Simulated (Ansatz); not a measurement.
Results of PBE-D4 (Ansatz, a first-principles code, PAW) for zinc-blende ZnTe.

Run with plane-wave cutoff 520 eV, 10×10×10 k mesh, Fermi–Dirac smearing 0.01 eV, scalar-relativistic PAW data made under PBE.

Pressure at four volumes; x = ln(V/28.176 Å³). One pressure is withheld.

```tsv
V (Å³/atom)	x	P (GPa)
26.485	-0.0619	?
27.049	-0.0408	2.22
28.176	0.0000	0.00
29.867	0.0583	-2.51
```

### Question
Pass a parabola P(x) through the three rows shown, estimate the bulk modulus and its pressure derivative near zero pressure, and predict the withheld pressure.

### Answer
Slopes between the rows: (0.00 − (2.22))/(0.0000 − (-0.0408)) = -54.41 and (-2.51 − (0.00))/(0.0583 − (0.0000)) = -43.05 GPa. Their difference over the span 0.0991 is c = 11.36/0.0991 = 114.6 GPa, so P(x) = 2.22 + (-54.41)(x − (-0.0408)) + 114.6 (x − (-0.0408))(x − (0.0000)). At the middle row B = −dP/dx = −[-54.41 + 114.6 × 0.0408] = 49.7 GPa, and B′ = dB/dP = 2c/B = 4.6. At x = -0.0619 the parabola gives 3.52 GPa; the run gives 3.53 GPa. The Birch–Murnaghan fit to the energies at all volumes has B0 = 49.4 GPa and B′ = 4.7.

Measured, for comparison: bulk modulus 51 ± 3 GPa (room temperature, no zero-point or thermal correction; as tabulated in Determination of phase transition pressures of ZnTe under quasihydrostatic …). Computed (rounded) less measured: bulk modulus -3 % (inside the measured uncertainty).

Spin–orbit coupling is not included.
